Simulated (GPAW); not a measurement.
Runs of GPAW 26.7.0 on PtSe2 (Sudovikovite). The structure is trigonal, space group P-3m1 (No. 164). Conventional cell: a = 3.724 Å, b = 3.724 Å, c = 5.062 Å, α = 90.00°, β = 90.00°, γ = 120.00°. Pt (site symmetry -3m) is surrounded by 6 Se at 2.49 Å. Around Se (site symmetry 3m) lie 3 Pt at 2.49 Å. 

```csv
task,level,potentials or basis,spin,cell,k mesh,band path,band points,spin axis theta (degrees),spin axis phi (degrees),optimizer,gap on the mesh (eV),pressure (GPa),largest force (eV/Å)
band structure,C09-vdW,"GPAW PAW data sets (gpaw-data 1.2.1), pw","SOC, no magnetisation",as given,6 × 6 × 4,"GMKGALHA,LM,KH",80,90,0,-,-,-,(a)
band structure,PBEsol,"PAW data sets generated in the run's folder for this functional, pw",off,as given,8 × 8 × 5,"GMKGALHA,LM,KH",60,-,-,-,-,2.2,0.37
relaxation of cell and atoms,PW91,"PAW data sets generated in the run's folder for this functional, pw",off,relaxed to 20 GPa,6 × 6 × 4,-,-,-,-,BFGS,none,20.0,-
band structure,PBEsol,"PAW data sets generated in the run's folder for this functional, pw","SOC, no magnetisation",as given,8 × 8 × 5,"GMKGALHA,LM,KH",60,54.7,45,-,-,2.2,0.37
relaxation of cell and atoms,revPBE+D3(BJ),"the program's PAW data sets (release 1.2.1) made for this functional, pw",off,relaxed,6 × 6 × 4,-,-,-,-,LBFGS,none,0.2,0.03
band structure,PW91,"PAW data sets generated in the run's folder for this functional, pw","SOC, no magnetisation",as given,6 × 6 × 4,"GMKGALHA,LM,KH",80,0,0,-,-,7.4,0.64
band structure,rSCAN,"GPAW PAW data sets (gpaw-data 1.2.1), pw","SOC, no magnetisation",as given,6 × 6 × 4,"GMKGALHA,LM,KH",80,0,0,-,-,5.1,0.39
band structure,r4SCAN,"GPAW PAW data sets (gpaw-data 1.2.1), pw","SOC, no magnetisation",as given,6 × 6 × 4,"GMKGALHA,LM,KH",60,54.7,45,-,-,(b),0.28
```

Alike in all rows: cutoff (eV) 600; smearing fermi-dirac 0.05 eV.

Problem. Fill in the values left out.

Solution. (a) 0.77; (b) 3.7.

Caveats: spin-orbit coupling was added after a scalar SCF, so levels and gaps hold it while energy, forces, pressure and moments don't (some runs); this program's spin-orbit splittings come out too wide for heavy elements (some runs); the PAW data sets were made with another functional, which shifts forces and pressure a little (some runs); later steps reuse the first step's grids (some runs); spin-orbit coupling is left out, which moves the levels of the heavy elements (some runs); pairwise dispersion overbinds metals, which lowers pressure and volume (some runs).

A k mesh can miss the band edges, and rows without SOC leave out spin-orbit coupling on Pt, Se.

A gap of «none» marks a metal or a gap under the smearing width.

Runs at the PBE level aren't shown here.
